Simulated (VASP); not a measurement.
# Sb (R-3m) in VASP: further runs, part 2 of 2

VASP 6.6.1.

**4. Band structure, PBE**

This run uses another cell than the first one, of 31.77 Å³/atom, 1.022 times its volume.

File INCAR:

```
SYSTEM = Sb
PREC = Accurate
ENCUT = 520
EDIFF = 1E-7
ISMEAR = 1
SIGMA = 0.1
LREAL = .FALSE.
LASPH = .TRUE.
NELM = 80
ALGO = Fast
ISIF = 2
LWAVE = .FALSE.
LCHARG = .FALSE.
GGA = PE
NBANDS = 12
ICORELEVEL = 1
```

File KPOINTS:

```
Automatic mesh
0
G
  12 12 10
  0 0 0
```

File POSCAR:

```
Sb                                      
1.0
    2.1873236688      1.2628519091      3.8335300450
   -2.1873236688      1.2628519091      3.8335300450
    0.0000000000     -2.5257038182      3.8335300450
  Sb            
     2
Direct
     0.2332985895997339    0.2332985895997339    0.2332985895997339
     0.7667014104002661    0.7667014104002661    0.7667014104002661
```

File KPOINTS_OPT:

```
explicit points
143
Reciprocal
 0.0000000000  0.0000000000  0.0000000000 1
 0.0357142857  0.0000000000  0.0000000000 1
 0.0714285714  0.0000000000  0.0000000000 1
 0.1071428571  0.0000000000  0.0000000000 1
 0.1428571429  0.0000000000  0.0000000000 1
 0.1785714286  0.0000000000  0.0000000000 1
[... 135 lines left out ...]
 0.6301563178  0.6301563178  0.2396873643 1
 0.6301563178  0.3698436822  0.0000000000 1
```

Potentials or basis: VASP PAW PBE potentials, release 64 (Sb).

The run is started by

```console
$ cat potpaw_PBE.64/Sb/POTCAR > POTCAR
$ mpirun -np 1 vasp_std > vasp.out
```

OUTCAR:

```text
SYSTEM = Sb
   PREC = Accurate
   ENCUT = 520
   EDIFF = 1E-7
   ISMEAR = 1
   LREAL = .FALSE.
   LASPH = .TRUE.
   NELM = 80
   ISIF = 2
   GGA = PE

 ion  position               nearest neighbor table
   1  0.233  0.233  0.233-   2 2.95   2 2.95   2 2.95   2 3.42   2 3.42   2 3.42
   2  0.767  0.767  0.767-   1 2.95   1 2.95   1 2.95   1 3.42   1 3.42   1 3.42

  LATTYP: Found a trigonal (rhomboedric) cell.
 ALAT       =     4.5907659908
 COS(alpha) =     0.5459687042

  Lattice vectors:

 A1 = (   2.1873236688,   1.2628519091,   3.8335300450)
[... 504 lines left out ...]

  FORCE on cell =-STRESS in cart. coord.  units (eV):
  Direction    XX          YY          ZZ          XY          YZ          ZX
  --------------------------------------------------------------------------------------
  -------------------------------------------------------------------------------------
  Total        0.0092666      0.0092666      0.0053014      0.0000000     -0.0000000      0.0000000
  in kB        0.2336755      0.2336755      0.1336859      0.0000000     -0.0000000      0.0000000
  external PRESSURE =       0.2003456 kB  Pullay stress =       0.0000000 kB

 VOLUME and BASIS-vectors are now :
 -----------------------------------------------------------------------------
  energy-cutoff  :      520.00
  volume of cell :       63.54
      direct lattice vectors                 reciprocal lattice vectors
     2.187323669  1.262851909  3.833530045     0.228589855  0.131976414  0.086952060
    -2.187323669  1.262851909  3.833530045    -0.228589855  0.131976414  0.086952060
     0.000000000 -2.525703818  3.833530045     0.000000000 -0.263952828  0.086952060

 POSITION                                       TOTAL-FORCE (eV/Angst)
 -----------------------------------------------------------------------------------
      0.00000      0.00000      2.68307         0.000000      0.000000     -0.002039
      0.00000      0.00000      8.81752         0.000000     -0.000000      0.002039
 -----------------------------------------------------------------------------------
    total drift:                               -0.000000      0.000000     -0.000000

  FREE ENERGIE OF THE ION-ELECTRON SYSTEM (eV)
  ---------------------------------------------------
  free  energy   TOTEN  =        -8.2722805568 eV

  energy  without entropy=       -8.2722957147  energy(sigma->0) =       -8.27228561
```

OSZICAR:

```text
N       E                     dE             d eps       ncg     rms          rms(c)
DAV:   1     0.348322452296E+02    0.34832E+02   -0.35751E+03  9384   0.655E+02
DAV:   2    -0.630615585779E+01   -0.41138E+02   -0.39600E+02 12300   0.106E+02
DAV:   3    -0.825462379619E+01   -0.19485E+01   -0.19321E+01 11644   0.256E+01
[... 11 lines left out ...]
       N       E                     dE             ncg
DAV:   1     0.132810996814E+05   -0.28390E+05     3432
DAV:   2     0.749299041890E+04   -0.57881E+04     4576
DAV:   3     0.721088296572E+04   -0.28211E+03     4228
DAV:   4     0.720835469732E+04   -0.25283E+01     4056
DAV:   5     0.720832271193E+04   -0.31985E-01     4196
DAV:   6     0.720832203992E+04   -0.67201E-03     4112
DAV:   7     0.720832202155E+04   -0.18370E-04     4224
DAV:   8     0.720832202106E+04   -0.49190E-06     3340
DAV:   9     0.720832202099E+04   -0.63665E-07     2924
```

stdout:

```text
POSCAR found type information on POSCAR Sb
 POSCAR found :  1 types and       2 ions
 scaLAPACK will be used
 LDA part: xc-table for (Slater+PW92), standard interpolation
 -----------------------------------------------------------------------------
|                                                                             |
|           W    W    AA    RRRRR   N    N  II  N    N   GGGG   !!!           |
[... 14 lines left out ...]
 -----------------------------------------------------------------------------

 POSCAR, INCAR and KPOINTS ok, starting setup
 FFT: planning ... GRIDC
 FFT: planning ... GRID_SOFT
 FFT: planning ... GRID
 WAVECAR not read
 entering main loop
 Start KPOINTS_OPT (optional k-point list driver)
k-point batch [1-143\143]
```

Run time: 3.2 min. Hardware: 1 thread of Intel Xeon 6975P-C (Granite Rapids), shared host; peak memory 0.55 GiB.

Results:

| Quantity | Value |
| --- | --- |
| Free energy | -8.2723 eV |
| Pressure | 0.0 GPa |
| Band gap along the path | none (metal or under the smearing width) |

Forces on the atoms (eV/Å):
```
Sb   0.000  0.000 -0.002
Sb   0.000  0.000  0.002
```

Levels at the corners of the path, in eV from the Fermi level:
| point | band 2 | band 3 | band 4 | band 5 | band 6 | band 7 | band 8 | band 9 |
| --- | --- | --- | --- | --- | --- | --- | --- | --- |
| Γ | -5.04 | -1.95 | -1.68 | -1.68 | 2.02 | 2.61 | 2.61 | 5.16 |
| L | -9.39 | -1.84 | -1.74 | -0.26 | -0.21 | 0.22 | 0.59 | 7.48 |
| L | -9.39 | -1.84 | -1.74 | -0.26 | -0.21 | 0.22 | 0.59 | 7.48 |
| B1 | -8.88 | -4.68 | -4.54 | -0.73 | 0.69 | 4.55 | 4.60 | 5.79 |
| B | -8.88 | -4.68 | -4.54 | -0.73 | 0.69 | 4.55 | 4.60 | 5.79 |
| Z | -8.73 | -1.23 | -1.23 | -0.53 | 0.23 | 0.23 | 1.08 | 6.88 |
| Z | -8.73 | -1.23 | -1.23 | -0.53 | 0.23 | 0.23 | 1.08 | 6.88 |
| Γ | -5.04 | -1.95 | -1.68 | -1.68 | 2.02 | 2.61 | 2.61 | 5.16 |
| Γ | -5.04 | -1.95 | -1.68 | -1.68 | 2.02 | 2.61 | 2.61 | 5.16 |
| X | -8.96 | -4.97 | -2.97 | -2.78 | 2.71 | 3.00 | 4.21 | 5.61 |
| Q | -8.96 | -4.97 | -2.97 | -2.78 | 2.71 | 3.00 | 4.21 | 5.61 |
| F | -7.94 | -5.12 | -3.52 | -3.42 | 1.68 | 4.68 | 5.31 | 6.50 |
| F | -7.94 | -5.12 | -3.52 | -3.42 | 1.68 | 4.68 | 5.31 | 6.50 |
| P1 | -8.57 | -5.02 | -3.01 | -2.58 | 2.42 | 3.07 | 4.55 | 5.69 |
| P1 | -8.57 | -5.02 | -3.01 | -2.58 | 2.42 | 3.07 | 4.55 | 5.69 |
| Z | -8.73 | -1.23 | -1.23 | -0.53 | 0.23 | 0.23 | 1.08 | 6.88 |
| L | -9.39 | -1.84 | -1.74 | -0.26 | -0.21 | 0.22 | 0.59 | 7.48 |
| P | -8.57 | -5.02 | -3.01 | -2.58 | 2.42 | 3.07 | 4.55 | 5.69 |

Core levels (eV, on the scale of the bands):
| atom | levels |
| --- | --- |
| 1 Sb | 1s -30287.1, 2s -4599.1, 2p -4127.2, 3s -892.7, 3p -739.0, 3d -504.6, 4s -137.8, 4p -90.7, 4d -22.5 |
| 2 Sb | 1s -30287.1, 2s -4599.1, 2p -4127.2, 3s -892.7, 3p -739.0, 3d -504.6, 4s -137.8, 4p -90.7, 4d -22.5 |

Caveat: spin-orbit coupling is left out, which moves the levels of the heavy elements.

**5. The runs side by side**

```tsv
level	cell	pressure (GPa)
rev-vdW-DF2	R-3m, 31.08 Å³/atom	0.0
PBE+D3(BJ)	R-3m, 29.68 Å³/atom	0.0
PBE	R-3m, 31.77 Å³/atom	0.0
```

Alike in all rows: task band structure; potentials or basis VASP PAW PBE potentials, release 64 (Sb); no spin polarisation; k mesh 12 × 12 × 10; cutoff (eV) 520; smearing methfessel-paxton 0.1 eV.

Caveats: spin-orbit coupling is left out, which moves the levels of the heavy elements; the PAW data sets were made with another functional, which shifts forces and pressure a little (some runs); pairwise dispersion overbinds metals, which lowers pressure and volume (some runs).

Absolute energies hang on the potentials; compare differences alone.
